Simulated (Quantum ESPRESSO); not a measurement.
# Au (Fm-3m) in Quantum ESPRESSO: notebook

The runs below take Au through single point, equation of state, with r2SCAN+D3(BJ).

Program: Quantum ESPRESSO 7.5. These are calculated values, not measurements. Logs are shortened: lines on timing, memory, paths and dates and some standing lists are left out, and cuts for length are marked.

**Experimental background.**

From “Exploring toroidal anvil profiles for larger sample volumes above 4 Mbar”, 2024, pmc:11102561, for a bulk crystal of Au: bulk modulus 167 GPa.

How close the calculation comes is told below.

## (1) The crystal as given

It takes space group Fm-3m (No. 225, cubic). The conventional cell has a = 4.070 Å, b = 4.070 Å, c = 4.070 Å, α = 90.00°, β = 90.00°, γ = 90.00°. Au (site symmetry m-3m) is surrounded by 12 Au at 2.88 Å.

## (2) Single point, r2SCAN+D3(BJ), 15.84 Å³/atom

pw.in

```
&CONTROL
  calculation = 'scf'
  prefix = 'pwscf'
  outdir = './tmp'
  pseudo_dir = './pseudo'
  tprnfor = .true.
  tstress = .true.
  disk_io = 'nowf'
/
&SYSTEM
  ibrav = 0
  nat = 1
  ntyp = 1
  ecutwfc = 70
  nbnd = 16
  input_dft = 'r2scan'
  occupations = 'smearing'
  smearing = 'fd'
  degauss = 0.00367493
  vdw_corr = 'grimme-d3'
  dftd3_version = 4
  nosym = .true.
  nr1 = 32
  nr2 = 32
  nr3 = 32
/
&ELECTRONS
  conv_thr = 1d-08
  electron_maxstep = 120
  mixing_beta = 0.5
/
ATOMIC_SPECIES
Au   196.9666 Au_ONCV_PBE-1.2.upf
CELL_PARAMETERS angstrom
   0.0000000000    1.9934577312    1.9934577312
   1.9934577312    0.0000000000    1.9934577312
   1.9934577312    1.9934577312    0.0000000000
ATOMIC_POSITIONS crystal
Au     0.0000000000    0.0000000000    0.0000000000
K_POINTS automatic
8 8 8 0 0 0
```

Potentials or basis: SG15 PBE 1.2.

On the command line:

```console
$ OMP_NUM_THREADS=1 mpirun -n 2 pw.x -nk 2 -in pw.in > pw.out
```

pw.out:

```text
This program is part of the open-source Quantum ESPRESSO suite
     for quantum simulation of materials; please cite
         "P. Giannozzi et al., J. Phys.:Condens. Matter 21 395502 (2009);
         "P. Giannozzi et al., J. Phys.:Condens. Matter 29 465901 (2017);
         "P. Giannozzi et al., J. Chem. Phys. 152 154105 (2020);
     in publications or presentations arising from this work. More details at

     IMPORTANT: XC functional enforced from input :
     Exchange-correlation= R2SCAN
                           (   0   0   0   0   0 497 498)
     Any further DFT definition will be discarded
     Please, verify this is what you really want

     K-points division:     npool     =       2
     Subspace diagonalization in iterative solution of the eigenvalue problem:
     a serial algorithm will be used

     G-vector sticks info
     --------------------
     sticks:   dense  smooth     PW     G-vecs:    dense   smooth      PW
     Sum         547     547    187                 8393     8393    1639

     Using Slab Decomposition

     bravais-lattice index     =            0
     lattice parameter (alat)  =       5.3275  a.u.
     unit-cell volume          =     106.9172 (a.u.)^3
     number of atoms/cell      =            1
     number of atomic types    =            1
     number of electrons       =        19.00
     number of Kohn-Sham states=           16
     kinetic-energy cutoff     =      70.0000  Ry
     charge density cutoff     =     280.0000  Ry
     scf convergence threshold =      1.0E-08
     mixing beta               =       0.5000
     number of iterations used =            8  plain     mixing
     Exchange-correlation= R2SCAN
                           (   0   0   0   0   0 497 498)

     celldm(1)=   5.327469  celldm(2)=   0.000000  celldm(3)=   0.000000
     celldm(4)=   0.000000  celldm(5)=   0.000000  celldm(6)=   0.000000

     crystal axes: (cart. coord. in units of alat)
               a(1) = (   0.000000   0.707107   0.707107 )
               a(2) = (   0.707107   0.000000   0.707107 )
               a(3) = (   0.707107   0.707107   0.000000 )

     reciprocal axes: (cart. coord. in units 2 pi/alat)
               b(1) = ( -0.707107  0.707107  0.707107 )
               b(2) = (  0.707107 -0.707107  0.707107 )
               b(3) = (  0.707107  0.707107 -0.707107 )

     PseudoPot. # 1 for Au read from file:
     Au_ONCV_PBE-1.2.upf
     Pseudo is Norm-conserving, Zval = 19.0
     Generated using ONCVPSP code by D. R. Hamann
     Using radial grid of  602 points,  8 beta functions with:
                l(1) =   0
                l(2) =   0
                l(3) =   1
                l(4) =   1
                l(5) =   2
                l(6) =   2
                l(7) =   3
                l(8) =   3

     atomic species   valence    mass     pseudopotential
     Au               19.00   196.96660     Au( 1.00)

     No symmetry found

   Cartesian axes

     site n.     atom                  positions (alat units)
         1        Au     tau(   1) = (   0.0000000   0.0000000   0.0000000  )

     --------------------------------------------
     DFT-D3 Dispersion Correction (3-body terms):
     --------------------------------------------
       Reference C6 values for interpolation:

         atom   Coordination number   C6
         Au         0.000           684.71
         Au         0.985           634.31

       Values used:

         atom   Coordination number  R0_AB[au]  C6      C8
         Au         9.204            3.077    634.31  61970.00

         Molecular C6 ( Ry / a.u.^6 ) =       634.31

     number of k points=   260  Fermi-Dirac smearing, width (Ry)=  0.0037

     Number of k-points >= 100: set verbosity='high' to print them.

     Dense  grid:     8393 G-vectors     FFT dimensions: (  32,  32,  32)

     WARNING: libxc functional with ID  497 depends
      on external parameters: check the user_guide of
      QE if you need to modify them or to check their
      default values.

     WARNING: libxc functional with ID  498 depends
      on external parameters: check the user_guide of
      QE if you need to modify them or to check their
      default values.

     Initial potential from superposition of free atoms

     starting charge      18.9775, renormalised to      19.0000
     Starting wfcs are random

     Self-consistent Calculation

     iteration #  1     ecut=    70.00 Ry     beta= 0.50
     Davidson diagonalization with overlap
     ethr =  1.00E-02,  avg # of iterations =  7.8

     total energy              =    -274.70031385 Ry
     estimated scf accuracy    <      12.90458629 Ry

     iteration #  2     ecut=    70.00 Ry     beta= 0.50
     Davidson diagonalization with overlap
     ethr =  1.00E-02,  avg # of iterations =  1.0

     total energy              =    -274.74101893 Ry
     estimated scf accuracy    <       3.26053564 Ry

     iteration #  3     ecut=    70.00 Ry     beta= 0.50
     Davidson diagonalization with overlap
     ethr =  1.00E-02,  avg # of iterations =  1.0

     total energy              =    -274.74174104 Ry
     estimated scf accuracy    <       0.00070460 Ry

     iteration #  4     ecut=    70.00 Ry     beta= 0.50
     Davidson diagonalization with overlap
     ethr =  3.71E-06,  avg # of iterations =  5.5

     total energy              =    -274.74177594 Ry
     estimated scf accuracy    <       0.00017340 Ry

     iteration #  5     ecut=    70.00 Ry     beta= 0.50
     Davidson diagonalization with overlap
     ethr =  9.13E-07,  avg # of iterations =  1.0

     total energy              =    -274.74177798 Ry
     estimated scf accuracy    <       0.00002272 Ry

     iteration #  6     ecut=    70.00 Ry     beta= 0.50
     Davidson diagonalization with overlap
     ethr =  1.20E-07,  avg # of iterations =  1.0

     total energy              =    -274.74177816 Ry
     estimated scf accuracy    <       0.00000006 Ry

     iteration #  7     ecut=    70.00 Ry     beta= 0.50
     Davidson diagonalization with overlap
     ethr =  3.15E-10,  avg # of iterations =  2.4

     total energy              =    -274.74177818 Ry
     estimated scf accuracy    <       0.00000016 Ry

     iteration #  8     ecut=    70.00 Ry     beta= 0.50
     Davidson diagonalization with overlap
     ethr =  3.15E-10,  avg # of iterations =  1.0

     End of self-consistent calculation

     Number of k-points >= 100: set verbosity='high' to print the bands.

     the Fermi energy is    22.5809 ev

!    total energy              =    -274.74177818 Ry
     estimated scf accuracy    <          1.8E-09 Ry
     smearing contrib. (-TS)   =      -0.00034592 Ry
     internal energy E=F+TS    =    -274.74143225 Ry

     The total energy is F=E-TS. E is the sum of the following terms:
     one-electron contribution =     -79.75395159 Ry
     hartree contribution      =      50.22025244 Ry
     xc contribution           =     -25.50638196 Ry
     ewald contribution        =    -219.68357285 Ry
     DFT-D3 Dispersion         =      -0.01777829 Ry

     convergence has been achieved in   8 iterations

     Forces acting on atoms (cartesian axes, Ry/au):

     atom    1 type  1   force =     0.00000000    0.00000000    0.00000000

     Total force =     0.000000     Total SCF correction =     0.000007

     Computing stress (Cartesian axis) and pressure

          total   stress  (Ry/bohr**3)                   (kbar)     P=      202.84
   0.00137890  -0.00000001  -0.00000000          202.84       -0.00       -0.00
  -0.00000001   0.00137891  -0.00000000           -0.00      202.84       -0.00
  -0.00000000  -0.00000000   0.00137891           -0.00       -0.00      202.84

=------------------------------------------------------------------------------=
   JOB DONE.
=------------------------------------------------------------------------------=
```

It took 67 s on 2 MPI ranks of Arm Neoverse V2, shared host; peak memory 0.18 GiB.

What came out:

```yaml
Free_energy: -3738.0523 eV
Pressure: 20.3 GPa
Band_gap_on_the_k_mesh: none (metal or under the smearing width)
```

Caveat: the k mesh is coarse; the potentials were made for another functional, which shifts forces and pressure; pairwise dispersion overbinds metals, which lowers pressure and volume.

## (3) Single point, r2SCAN+D3(BJ), 16.18 Å³/atom

pw.in, as its differences from that of step 2:

```diff
@@ -34,5 +34,5 @@
 CELL_PARAMETERS angstrom
-   0.0000000000    1.9934577312    1.9934577312
-   1.9934577312    0.0000000000    1.9934577312
-   1.9934577312    1.9934577312    0.0000000000
+   0.0000000000    2.0074966285    2.0074966285
+   2.0074966285    0.0000000000    2.0074966285
+   2.0074966285    2.0074966285    0.0000000000
 ATOMIC_POSITIONS crystal
```

Potentials or basis: SG15 PBE 1.2.

On the command line:

```console
$ OMP_NUM_THREADS=1 mpirun -n 2 pw.x -nk 2 -in pw.in > pw.out
```

Run time: 67 s. Hardware: 2 MPI ranks of Arm Neoverse V2, shared host; peak memory 0.18 GiB.

It converged, with:

| Quantity | Value |
| --- | --- |
| Free energy | -3738.0894 eV |
| Pressure | 14.8 GPa |
| Band gap on the k mesh | none (metal or under the smearing width) |

Caveat: the k mesh is coarse; the potentials were made for another functional, which shifts forces and pressure; pairwise dispersion overbinds metals, which lowers pressure and volume.

## (4) Single point, r2SCAN+D3(BJ), 16.52 Å³/atom

pw.in, as its differences from that of step 3:

```diff
@@ -34,5 +34,5 @@
 CELL_PARAMETERS angstrom
-   0.0000000000    2.0074966285    2.0074966285
-   2.0074966285    0.0000000000    2.0074966285
-   2.0074966285    2.0074966285    0.0000000000
+   0.0000000000    2.0213418704    2.0213418704
+   2.0213418704    0.0000000000    2.0213418704
+   2.0213418704    2.0213418704    0.0000000000
 ATOMIC_POSITIONS crystal
```

On the command line:

```console
$ OMP_NUM_THREADS=1 mpirun -n 2 pw.x -nk 2 -in pw.in > pw.out
```

Wall time 71 s (2 MPI ranks of Arm Neoverse V2, shared host); peak memory 0.18 GiB.

Results (log left out):

```yaml
Free_energy: -3738.1157 eV
Pressure: 10.0 GPa
Band_gap_on_the_k_mesh: none (metal or under the smearing width)
```

Caveat: the k mesh is coarse; the potentials were made for another functional, which shifts forces and pressure; pairwise dispersion overbinds metals, which lowers pressure and volume.

## (5) Single point, r2SCAN+D3(BJ), 16.85 Å³/atom

pw.in, as its differences from that of step 4:

```diff
@@ -34,5 +34,5 @@
 CELL_PARAMETERS angstrom
-   0.0000000000    2.0213418704    2.0213418704
-   2.0213418704    0.0000000000    2.0213418704
-   2.0213418704    2.0213418704    0.0000000000
+   0.0000000000    2.0350000000    2.0350000000
+   2.0350000000    0.0000000000    2.0350000000
+   2.0350000000    2.0350000000    0.0000000000
 ATOMIC_POSITIONS crystal
```

On the command line:

```console
$ OMP_NUM_THREADS=1 mpirun -n 2 pw.x -nk 2 -in pw.in > pw.out
```

It took 69 s on 2 MPI ranks of Arm Neoverse V2, shared host; peak memory 0.18 GiB.

The run converged. Its results:

```yaml
Free_energy: -3738.1325 eV
Pressure: 5.8 GPa
Band_gap_on_the_k_mesh: none (metal or under the smearing width)
```

Caveat: the k mesh is coarse; the potentials were made for another functional, which shifts forces and pressure; pairwise dispersion overbinds metals, which lowers pressure and volume.

## (6) Single point, r2SCAN+D3(BJ), 17.19 Å³/atom

pw.in, as its differences from that of step 5:

```diff
@@ -34,5 +34,5 @@
 CELL_PARAMETERS angstrom
-   0.0000000000    2.0350000000    2.0350000000
-   2.0350000000    0.0000000000    2.0350000000
-   2.0350000000    2.0350000000    0.0000000000
+   0.0000000000    2.0484772140    2.0484772140
+   2.0484772140    0.0000000000    2.0484772140
+   2.0484772140    2.0484772140    0.0000000000
 ATOMIC_POSITIONS crystal
```

Potentials or basis: SG15 PBE 1.2.

On the command line:

```console
$ OMP_NUM_THREADS=1 mpirun -n 2 pw.x -nk 2 -in pw.in > pw.out
```

Run time: 68 s. Hardware: 2 MPI ranks of Arm Neoverse V2, shared host; peak memory 0.2 GiB.

Results (log left out):

| Quantity | Value |
| --- | --- |
| Free energy | -3738.1410 eV |
| Pressure | 2.1 GPa |
| Band gap on the k mesh | none (metal or under the smearing width) |

Caveat: the k mesh is coarse; the potentials were made for another functional, which shifts forces and pressure; pairwise dispersion overbinds metals, which lowers pressure and volume.

## (7) Single point, r2SCAN+D3(BJ), 17.53 Å³/atom

pw.in, as its differences from that of step 6:

```diff
@@ -34,5 +34,5 @@
 CELL_PARAMETERS angstrom
-   0.0000000000    2.0484772140    2.0484772140
-   2.0484772140    0.0000000000    2.0484772140
-   2.0484772140    2.0484772140    0.0000000000
+   0.0000000000    2.0617793868    2.0617793868
+   2.0617793868    0.0000000000    2.0617793868
+   2.0617793868    2.0617793868    0.0000000000
 ATOMIC_POSITIONS crystal
```

On the command line:

```console
$ OMP_NUM_THREADS=1 mpirun -n 2 pw.x -nk 2 -in pw.in > pw.out
```

It took 69 s on 2 MPI ranks of Arm Neoverse V2, shared host; peak memory 0.2 GiB.

The run converged. Its results:

| Item | Value |
| --- | --- |
| Free energy | -3738.1423 eV |
| Pressure | -1.1 GPa |
| Band gap on the k mesh | none (metal or under the smearing width) |

Caveat: the k mesh is coarse; the potentials were made for another functional, which shifts forces and pressure; pairwise dispersion overbinds metals, which lowers pressure and volume.

## (8) Single point, r2SCAN+D3(BJ), 17.87 Å³/atom

pw.in, as its differences from that of step 7:

```diff
@@ -34,5 +34,5 @@
 CELL_PARAMETERS angstrom
-   0.0000000000    2.0617793868    2.0617793868
-   2.0617793868    0.0000000000    2.0617793868
-   2.0617793868    2.0617793868    0.0000000000
+   0.0000000000    2.0749120936    2.0749120936
+   2.0749120936    0.0000000000    2.0749120936
+   2.0749120936    2.0749120936    0.0000000000
 ATOMIC_POSITIONS crystal
```

On the command line:

```console
$ OMP_NUM_THREADS=1 mpirun -n 2 pw.x -nk 2 -in pw.in > pw.out
```

It took 69 s on 2 MPI ranks of Arm Neoverse V2, shared host; peak memory 0.2 GiB.

The run converged. Its results:

```yaml
Free_energy: -3738.1371 eV
Pressure: -4.0 GPa
Band_gap_on_the_k_mesh: none (metal or under the smearing width)
```

Caveat: the k mesh is coarse; the potentials were made for another functional, which shifts forces and pressure; pairwise dispersion overbinds metals, which lowers pressure and volume.

## (9) Equation of state, r2SCAN+D3(BJ)

Potentials or basis: SG15 PBE 1.2.

This step only gathers the single runs of the series.

Results:

```
Equilibrium volume                      : 17.42 Å³/atom
Bulk modulus                            : 164 GPa
Pressure derivative of the bulk modulus : 5.8
```

Energy against volume, from the lowest point:
```
volume (Å³/atom)  energy (meV/atom)
          15.843              89.94
          16.181              52.90
          16.518              26.56
          16.855               9.74
          17.192               1.24
          17.529               0.00
          17.866               5.18
```

Caveat: the k mesh is coarse; the potentials were made for another functional, which shifts forces and pressure. The run has no spin-orbit coupling, so splittings on Au are missing.

## (10) How close it comes

Step 9. A measured bulk modulus of Au is 167 GPa (quoted in “Exploring toroidal anvil profiles for larger sample volumes above 4 Mbar”, 2024, pmc:11102561); the calculated 164 GPa misses it by -1.9 %. The fit is for a static lattice scaled at fixed shape and fixed fractional positions.
